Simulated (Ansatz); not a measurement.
Runs of Ansatz 0.2.0 on PbS. It takes space group Pm-3m (No. 221, cubic). Conventional cell: a = 3.654 Å, b = 3.654 Å, c = 3.654 Å, α = 90.00°, β = 90.00°, γ = 90.00°. Pb (site symmetry m-3m) is surrounded by 8 S at 3.16 Å. S (site symmetry m-3m) is surrounded by 8 Pb at 3.16 Å. Measurements of this composition are mostly on another form, of space group No. 225.

```csv
screening (1/Å),share of exact exchange,gap on the mesh (eV),pressure (GPa)
0.2,0.15,none,-1.6
0.2,0.25,none,-2.1
0.6,0.25,none,-1.5
0.2,0.05,none,(b)
0.2,0.2,none,-1.9
0.2,0.1,none,-1.3
0.4,0.25,none,-1.9
0.2,0.3,none,(a)
```

Alike in all rows: task single point; level HSE06 form with a typed share of exact exchange; potentials or basis Ansatz PAW; no spin polarisation; cell as given; k mesh 4 × 4 × 4; cutoff (eV) 420; smearing fermi-dirac 0.05 eV; the mesh is coarse, so values aren't converged.

**Question.** Fill in the values left out.

**Answer.** (a) -2.0; (b) -0.9.

Caveats: all runs use coarse meshes; the PAW data sets come from PBE, with cores solved anew for the run's functional, which leaves a small shift of forces and pressure; the thresholds are loose for stress.

A k mesh can miss the band edges, and the runs leave out spin-orbit coupling on Pb.

A gap of «none» marks a metal or a gap under the smearing width.
